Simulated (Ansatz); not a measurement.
Crystal: FeO.

```
Fe O
1.0
     1.51768    0.87623    2.51579
    -1.51768    0.87623    2.51579
     0.00000   -1.75247    2.51579
Fe O
1 1
Direct
  0.00000 0.00000 0.00000
  0.50000 0.50000 0.50000
```

A run of Ansatz 0.2.0 on this cell left the log below. Logs are shortened: lines on timing, memory, paths and dates and some standing lists are left out, and cuts for length are marked.

```text
Warning: RAYON_NUM_THREADS=2 ignored (pool sized by the plan → 2); use --threads N
Fe: projections on atomic orbitals take those of the free atom [Ne] 3s2 3p6 3d6 4s2, of charge +0.00 (hamiltonian.pseudopotentials.projection_atoms); the dataset's partial waves leave at most 1.1e-6 of an orbital's norm unspanned inside its sphere
O: projections on atomic orbitals take those of the free atom [He] 2s2 2p4, of charge +0.00 (hamiltonian.pseudopotentials.projection_atoms); the dataset's partial waves leave at most 1.9e-8 of an orbital's norm unspanned inside its sphere
Engine: ansatz 0.2.0, aarch64-unknown-linux-gnu
Pseudopotentials: kind: paw
Pseudopotential: Fe, paw, valence charge 16, recommended cutoff 500 eV (meta_gga), Fe.paw.azcp
Pseudopotential: O, paw, valence charge 6, recommended cutoff 500 eV (meta_gga), O.paw.azcp
Functional definition: r2SCAN
  parameter k0 = 0.174
  parameter k1 = 0.065
  parameter a1 = 4.9479
  exchange = r2scan_x(k0 = k0, k1 = k1, a1 = a1)
  correlation = r2scan_c
Crystal: 2 atoms, lattice volume = 20.074 Å³
Basis set: ecut = 500 eV, 531 PW (Γ), exchange–correlation on 96×96×96 points (64 copies of the dense FFT grid, shifted against one another)
Bands: 17, of which v1, the nominal top of the filled ones, is band 11 counted from 1 (10 counted from 0)
Symmetry: 12 space group operations
Space group: R-3m (ITA 166), of the structure as read, at distance tolerance 2.7e-5 Å
Magnetic group: BNS 166.97 (UNI 1327), of the structure as read, at distance tolerance 2.7e-5 Å
k-points: 65 of 512
Non-local potential: Fe, projectors of the file, l = 0: 3, l = 1: 2, l = 2: 3, l = 3: 1
Non-local potential: O, projectors of the file, l = 0: 2, l = 1: 2, l = 2: 1
PAW form: soft (Blöchl's): semilocal exchange-correlation on the pseudo side does not see the compensation charge
PAW frozen core: Fe, regenerated for the run's functional (the file was generated under x = pbe(κ = 0.804, μ = 0.2195149727645171), c = pbe(β = 0.06672455060314922))
PAW frozen core: O, regenerated for the run's functional (the file was generated under x = pbe(κ = 0.804, μ = 0.2195149727645171), c = pbe(β = 0.06672455060314922))
PAW one-centre angular grid: Fe, 590 points (default); XC on 160 Gauss nodes
PAW one-centre angular grid: O, 302 points (default); XC on 160 Gauss nodes
Initial density: superposition of atomic densities (chi_scale 0.1, normalization cell, long waves kept (reshape's long-wave potential 0.00 eV rms))
[... 59 lines left out ...]
an SCF along what the orbitals of the run's state read of its open shells (or to have them read: on a GPU, or by another smearing), with 8 of the crystal's symmetry operations given up (150 k-points in place of 65), reached no lower state that the run goes on to. This is no proof of a minimum
SCF converged after 7 iterations
Magnetization: 4.0000 μB (13.0000 up, 9.0000 down)
Absolute magnetization: 4.0146 μB (∫|ρ↑−ρ↓|, with the PAW one-centre terms)
Spin contamination: 0.0082 ħ² per cell (⟨S²⟩ above its minimum at these occupations)
Per-site moments (μB) at R_I (Å): [(3.517695165387944, 0.8898391749306156), (0.23332826976684012, 0.8898391749306156)]
Free energy (F): -5053.781507 eV
Harris-Foulkes:  -5053.781507 eV  (|F-HF|=5.77e-8)
Internal energy: -5053.781507 eV  (E = F + TS)
E sigma→0 (E₀):  -5053.781507 eV
Fermi energy:    14.476029 eV
--- Per-component energies (eV) ---
  E_band       = -297.062560
  E_kinetic    = 516.109915
  E_local      = -2609.839401  (includes V_loc(G=0)·N_el)
  E_nonlocal   = 284.403838
  E_hartree    = 1067.405511
  E_xc         = -183.309697
  E_vxc        = -268.040139  (∫ρ·V_xc dr)
  E_hubbard    = 0.376071  (on-site DFT+U / exact-exchange correction)
  E_vhub       = -5.519218  (the Hubbard potential's part of the band-sum identity)
  E_paw        = -1545.154706  (= ΣΔE_a)
  E_vpaw       = -367.085745  (= ΣTr[D̂ρ^β])
  E_aug_tail   = 0.001455  (compensation charges beyond the density's cutoff)
  E_vtau       = 18.097394  (kinetic-family band-sum trace: ∫τ·v_τ [+ j·A + Jᵃ·Aᵃ] dr)
  E_ewald      = -2583.453077
  E_core_change = -0.321416  (= ΣΔE_core)
  E_smearing   = -0.000000  (= −TS)
  E_closure    = -0.000000  (closes the sum)
  Σ components = -5053.781507   (vs F -5053.781507, Δ=0.00e0)
--- Forces (eV/Å), atoms counted from 1 ---
  atom   1  Fe     0.00000000     0.00000000     0.00000000
  atom   2  O     -0.00000000     0.00000000    -0.00000000
  max |Σ_I F_I| component: 5.78e-30 eV/Å
--- Stress (GPa, compression-positive) ---
        5.850877       0.000000      -0.000000
        0.000000       5.850877      -0.000000
        0.000000      -0.000000      -4.339726
  P = ⅓ Tr σ = 2.4540 GPa (24.540 kbar)
--- Band table (eV; the first three rows and the last of 130) ---
  k-point 0 ↑: bands = ["-79.2615", "-44.4732", "-44.4732", "-42.8872", "-7.2955", "8.5180", "8.5180", "9.3110", "9.3110", "10.1409", "10.4580", "10.5767", "10.5767", "14.8047", "30.2183", "31.9580", "31.9580"]
  k-point 1 ↑: bands = ["-79.2608", "-44.4799", "-44.4743", "-42.8887", "-7.1454", "8.0911", "8.6194", "8.6229", "8.6588", "9.9518", "10.2857", "11.3071", "11.3321", "15.8195", "28.1269", "31.3627", "31.5415"]
  k-point 2 ↑: bands = ["-79.2590", "-44.4960", "-44.4768", "-42.8924", "-6.7605", "6.8915", "7.6470", "7.7441", "8.8786", "9.8657", "10.5542", "12.3767", "12.3770", "17.5292", "25.4957", "29.5737", "29.8584"]
  k-point 64 ↓: bands = ["-73.6003", "-38.5579", "-38.5579", "-38.1296", "-5.6799", "6.0158", "9.4945", "9.4945", "14.1474", "16.7614", "16.7614", "18.9292", "18.9292", "19.8254", "24.8298", "29.1355", "29.1355"]
Occupation matrices written to <dir>
```

**Question.** What input gives this log?

**Answer.** Single point with r2SCAN+U, collinear spin, ferromagnetic start. The files as run (others can give the same):

input.yaml
```yaml
crystal:
  lattice:
    - [1.51768211, 0.87623418, 2.51579458]
    - [-1.51768211, 0.87623418, 2.51579458]
    - [0.0, -1.75246835, 2.51579458]
  atoms:
    - { symbol: Fe, position: [0.0, 0.0, 0.0], spin: 3.0 }
    - { symbol: O, position: [0.5, 0.5, 0.5] }
hamiltonian:
  xc: r2scan
  pseudopotentials: { kind: paw }
  hubbard: { sites: [{ species: Fe, l: d, u_eff: 2.0 }] }
magnetization:
  spin_polarized: true
kpoints:
  mp_grid: { grid: [8, 8, 8] }
scf:
  occupations: { method: gaussian, width: 0.05 }
output:
  forces: true
  stress: true
  eigenvalues: true
```

Potentials or basis: Ansatz PAW.
Launch:
```sh
$ ansatz run input.yaml --threads 2 --pin off --max-ram 5632MiB --backend cpu --events-out ev --progress --plain --runs-dir out
```

Caveat: the magnetic or orbital state may not be the lowest; a cell with one magnetic atom can't hold antiferromagnetic order, which such compounds often take; the PAW data sets come from PBE, with cores solved anew for the run's functional, which leaves a small shift of forces and pressure.
